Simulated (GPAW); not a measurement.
This GPAW 26.7.0 run on Ag needs a look.

run.py

```python
import numpy as np
from ase.calculators.mixing import SumCalculator
from ase.dft.bandgap import bandgap
from ase.io import read, write
from dftd4.ase import DFTD4
from gpaw import GPAW, PW
from gpaw.xc import parametrizedxc

class ScaledMGGA(parametrizedxc.ParametrizedKernel):
    """Weighted sum of Libxc meta-GGA parts, named like '0.75_MGGA_X_..+1.0_MGGA_C_..'."""
    def __init__(self, name):
        super().__init__(name)
        self.type = 'MGGA'

    def calculate(self, e_g, n_sg, dedn_sg, sigma_xg, dedsigma_xg, tau_sg, dedtau_sg):
        e_g[:] = dedsigma_xg[:] = dedtau_sg[:] = 0.0
        for kernel, c in zip(self.kernels, self.coefs):
            e, v, s, t = [np.zeros_like(x) for x in [e_g, dedn_sg, dedsigma_xg, dedtau_sg]]
            kernel.calculate(e, n_sg, v, sigma_xg, s, tau_sg, t)
            e_g += c * e
            dedn_sg += c * v
            dedsigma_xg += c * s
            dedtau_sg += c * t

parametrizedxc.ParametrizedKernel = ScaledMGGA

atoms = read('POSCAR')

calc = GPAW(mode=PW(120),
            xc={'name': '0.900_MGGA_X_TPSS+1.0_MGGA_C_TPSS', 'fraction': 0.1, 'omega': 0.0, 'backend': 'pw'},
            kpts={'size': (6, 6, 6), 'gamma': True},
            occupations={'name': 'fermi-dirac', 'width': 0.05},
            nbands=18,
            convergence={'density': 0.0001},
            maxiter=50,
            txt='gpaw.txt')
atoms.calc = SumCalculator([calc, DFTD4(method='tpssh')])
energy = atoms.get_potential_energy()
calc.write('gs.gpw')
write('result.traj', atoms)
print(f'Energy: {energy:.6f} eV')
print('Fermi level:', round(calc.get_fermi_level(), 4), 'eV')
print(f'Gap: {bandgap(calc)[0]:.4f} eV, direct: {bandgap(calc, direct=True)[0]:.4f} eV')
```

Contents of POSCAR:

```
Ag
1.0
    0.0000000000      2.0427500000      2.0427500000
    2.0427500000      0.0000000000      2.0427500000
    2.0427500000      2.0427500000      0.0000000000
Ag
1
Direct
    0.0000000000      0.0000000000      0.0000000000
```

Potentials or basis: GPAW PAW data sets (gpaw-data 1.2.1), pw.

The run is started by

```bash
$ OMP_NUM_THREADS=1 python run.py
```

gpaw.txt:

```text
__  _  _
 | _ |_)|_||  |
 |__||  | ||/\| - 26.7.0

Input parameters:
  mode=PW(ecut=120.0),
  convergence={'density': 0.0001},
  kpts=MonkhorstPack(size=(6, 6, 6), gamma=True),
  maxiter=50,
  nbands=18,
  occupations=Occupations(name='fermi-dirac', width=0.05),
  xc=XC(name='0.900_MGGA_X_TPSS+1.0_MGGA_C_TPSS', fraction=0.1, omega=0.0, backend='pw')

Diagonalizing LCAO Hamiltonian
Converting LCAO to pw mode

       Ag

Atoms  # Å, Bohr magnetons
|   | symbol |        x |        y |        z |    initial magnetic moments |
|---|--------|----------|----------|----------|-----------------------------|
| 0 |     Ag | 0.000000 | 0.000000 | 0.000000 | ( 0.0000,  0.0000,  0.0000) |

Unit cell  # Å
| periodic |        x |        y |        z |  lengths |    angles |
|----------|----------|----------|----------|----------|-----------|
|      yes | 0.000000 | 2.042750 | 2.042750 | 2.888885 | 60.000000 |
|      yes | 2.042750 | 0.000000 | 2.042750 | 2.888885 | 60.000000 |
[... 109 lines left out ...]
      core: 2.19  # [Å]
    projectors
    | kind |    occ | energy [eV] | rcut [Å] |
    |------|--------|-------------|----------|
    |   5s |  1.000 |      -4.401 |    1.286 |
    |   4p |  6.000 |     -58.577 |    1.328 |
    |   5p |  0.000 |      -0.738 |    1.328 |
    |   4d | 10.000 |      -7.446 |    1.180 |
    |    s |        |      22.811 |    1.286 |
    |    d |        |      19.766 |    1.180 |

    Using partial waves for Ag as LCAO basis

Reference energy: -144597.826354  # eV

eigensolver:
  PPCG
  Converge bands: occupied
  niter=2

density mixing:
  MSR1-Mixer
  Pratt-step length: 0.05
  Maximum mixing coefficient: 0.75
  Old densities: 10
  SVD Regularization: 0.005
  Good broyden scale: 1.0
  Trust region scale: 1.0
  Backstep threshold: 4.0
  History deletion threshold: 6.0
  Fourier metric: weight=20.0, sigma=0.015

occupation numbers:
  Fermi-Dirac:
    width: 0.0500  # eV

poisson solver:
  ecut: 960.0  # eV

xc functional:
  name: 0.900_MGGA_X_TPSS+1.0_MGGA_C_TPSS with 2 nearest neighbor stencil

convergence criteria:
- Maximum integral of absolute [dens]ity change: 0.0001 electrons / valence electron
- Maximum [total energy] change in last 3 cyles: 0.0005 eV / valence electron
- Maximum integral of absolute [eigenst]ate change: 4e-08 eV^2 / valence electron
maximum number of iterations: 50

IBZ(<points: 16, symmetries: 48>)
Occupied bands: 9
SCF iterations
|iter     | |      energy | eigst |  dens |
|---------|-|-------------|-------|-------|
|iter:   1| | -374.059279 | -1.27 |       |
|iter:   2| |   16.437302 | -2.88 | -0.78 |
```

Task: How did it end, and where is the flaw?

Result: The run was cut off at its time limit. The input holds a flaw that was put in on purpose: plane-wave cutoff far too low (mode = PW(120)).
